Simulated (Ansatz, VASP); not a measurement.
One calculation of Be4S, two programs

INCAR

```
SYSTEM = Be4S
PREC = Accurate ; ENCUT = 520
EDIFF = 1E-6 ; ISMEAR = 0
SIGMA = 0.1 ; LREAL = .FALSE.
LASPH = .TRUE. ; NELM = 100
ALGO = Normal ; ISIF = 2
LWAVE = .FALSE. ; LCHARG = .FALSE.
GGA = PE ; NBANDS = 25
```

Contents of KPOINTS:

```
Automatic mesh
0
G
  6 6 2
  0 0 0
```

The input POSCAR:

```
Be4S
1.0
    1.8164517463     -3.1607132845      0.0000000000
    1.8164517463      3.1607132845      0.0000000000
   -0.2888751596      0.0000000000      9.5376756366
Be S
8 2
Direct
    0.2363346318      0.9147485644      0.0501684092
    0.9147485644      0.2363346318      0.5501684092
    0.8560792831      0.7422534783      0.2556401484
    0.3968662709      0.1720752245      0.7081893190
    0.5138101537      0.0695023181      0.2645366163
    0.7422534783      0.8560792831      0.7556401484
    0.1720752245      0.3968662709      0.2081893190
    0.0695023181      0.5138101537      0.7645366163
    0.8836977552      0.2161635802      0.9714235483
    0.2161635802      0.8836977552      0.4714235483
```

Input for Ansatz:

```yaml
crystal:
  lattice:
    - [1.8164517463, -3.1607132845, 0.0]
    - [1.8164517463, 3.1607132845, 0.0]
    - [-0.2888751596, 0.0, 9.5376756366]
  atoms:
    - { symbol: Be, position: [0.2363346318, 0.9147485644, 0.0501684092] }
    - { symbol: Be, position: [0.9147485644, 0.2363346318, 0.5501684092] }
    - { symbol: Be, position: [0.8560792831, 0.7422534783, 0.2556401484] }
    - { symbol: Be, position: [0.3968662709, 0.1720752245, 0.708189319] }
    - { symbol: Be, position: [0.5138101537, 0.0695023181, 0.2645366163] }
    - { symbol: Be, position: [0.7422534783, 0.8560792831, 0.7556401484] }
    - { symbol: Be, position: [0.1720752245, 0.3968662709, 0.208189319] }
    - { symbol: Be, position: [0.0695023181, 0.5138101537, 0.7645366163] }
    - { symbol: S, position: [0.8836977552, 0.2161635802, 0.9714235483] }
    - { symbol: S, position: [0.2161635802, 0.8836977552, 0.4714235483] }
basis:
  ecutwfc: 420
kpoints:
  mp_grid: { grid: [6, 6, 2] }
hamiltonian:
  xc: pbe
scf:
  occupations: { method: gaussian, width: 0.1 }
  lower_state_search: "off"
output:
  forces: true
  stress: true
  eigenvalues: true
```

Change from the starting cell: the structure that the rattled cell fell into.

Alike in both runs: task single point; functional PBE; k mesh 6 × 6 × 2; occupations gaussian, width 0.1 eV; no spin polarisation.

```csv
,VASP,Ansatz
version,VASP 6.6.1,Ansatz 0.2.0
potentials or method,"VASP PAW PBE potentials, release 64 (Be, S)","scalar-relativistic, plane waves, PAW"
plane-wave cutoff (eV),520,420
valence electrons in the cell,28,28
```

VASP gave:

- gap on the k mesh at the Fermi level (eV): none
- pressure (GPa): 0.1
- largest component of the traceless stress (GPa): 0.15
- rms of the force components (eV/Å): 0.008

Problem. Estimate Ansatz's values.

Solution. gap on the k mesh at the Fermi level (eV): none; pressure (GPa): 0.1; largest component of the traceless stress (GPa): 0.21; rms of the force components (eV/Å): 0.009.

Atom by atom the forces differ by 0.003 eV/Å (rms over components). A gap of «none» marks a metal or a gap that the smearing closes.
